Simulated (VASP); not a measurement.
Here is a VASP 6.6.1 calculation.

File INCAR:

```
SYSTEM = CdS
PREC = Accurate ; ENCUT = 350
EDIFF = 1E-8 ; ISMEAR = 0
SIGMA = 0.02 ; LREAL = .FALSE.
LASPH = .TRUE. ; NELM = 80
ALGO = Normal ; ISIF = 2
LWAVE = .FALSE. ; LCHARG = .FALSE.
GGA = PE ; LEPSILON = .TRUE.
IBRION = 8 ; NSW = 1
```

File KPOINTS:

```
regular mesh
0
G
  10 10 10
  0 0 0
```

File POSCAR:

```
CdS                                     
1.0
    0.0000000000      2.9618471525      2.9618471525
    2.9618471525      0.0000000000      2.9618471525
    2.9618471525      2.9618471525      0.0000000000
  Cd              S             
     1     1
Direct
     0.0000000000000000    0.0000000000000000    0.0000000000000000
     0.2500000000000000    0.2500000000000000    0.2500000000000000
```

Potentials or basis: VASP PAW PBE potentials, release 64 (Cd, S).

Command:

```sh
$ cat potpaw_PBE.64/Cd/POTCAR potpaw_PBE.64/S/POTCAR > POTCAR
$ mpirun -np 1 vasp_std > vasp.out
```

Predict the electronic dielectric tensor (diagonal).

6.41.

Predict the Born charges (mean of the diagonal).

Cd +2.25; S -2.25 e.

Estimate the band gap on the k mesh.

1.04 eV, direct.

What does it give for the highest phonon frequency at Γ, LO-TO splitting left out?

220 cm⁻¹.

Electronic dielectric tensor:
```
6.41 0.00 0.00
0.00 6.41 0.00
0.00 0.00 6.41
```

A hybrid or GW would open this gap; PBE tends to underestimate it.
